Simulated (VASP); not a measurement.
Set up this calculation in VASP 6.6.1, as the native input.

| Property | Result |
| --- | --- |
| Task | single point |
| Functional | PBE |
| Potentials or basis | VASP PAW PBE potentials, release 64 (As, Ga_d) |
| Cutoff | 520 eV |
| k mesh | 8 × 8 × 8 |
| Occupations | gaussian, width 0.021 eV |
| Spin | no spin polarisation |
| Further INCAR settings | ALGO = Normal; EDIFF = 1e-07 |

The structure of GaAs lies in POSCAR:

```
GaAs
1.0
    0.0000000000      2.8268500000      2.8268500000
    2.8268500000      0.0000000000      2.8268500000
    2.8268500000      2.8268500000      0.0000000000
As Ga
1 1
Direct
    0.7500000000      0.7500000000      0.7500000000
    0.0000000000      0.0000000000      0.0000000000
```

These files were run (other wordings do the same):

INCAR

```
  PREC = Accurate
  ENCUT = 520
  EDIFF = 1E-7
  ISMEAR = 0
  SIGMA = 0.020999999999999998
  LREAL = F
  LASPH = T
  NELM = 60
  ALGO = Normal
  ISIF = 2
  LWAVE = F
  LCHARG = F
  GGA = PE
```

KPOINTS

```
Automatic mesh
0
Gamma
  8 8 8
```

Potentials or basis: VASP PAW PBE potentials, release 64 (As, Ga_d).

Launch:

```sh
$ cat potpaw_PBE.64/As/POTCAR potpaw_PBE.64/Ga_d/POTCAR > POTCAR
$ mpirun -np 1 vasp_std > vasp.out
```

Results of the run:

```json
{"Pressure": "3.5 GPa", "Band gap on the k mesh": "0.52 eV, direct"}
```

Run time: 21 s on 1 thread of Intel(R) Xeon(R) Platinum 8488C (Sapphire Rapids), with other jobs on the host, peak memory 0.17 GiB.
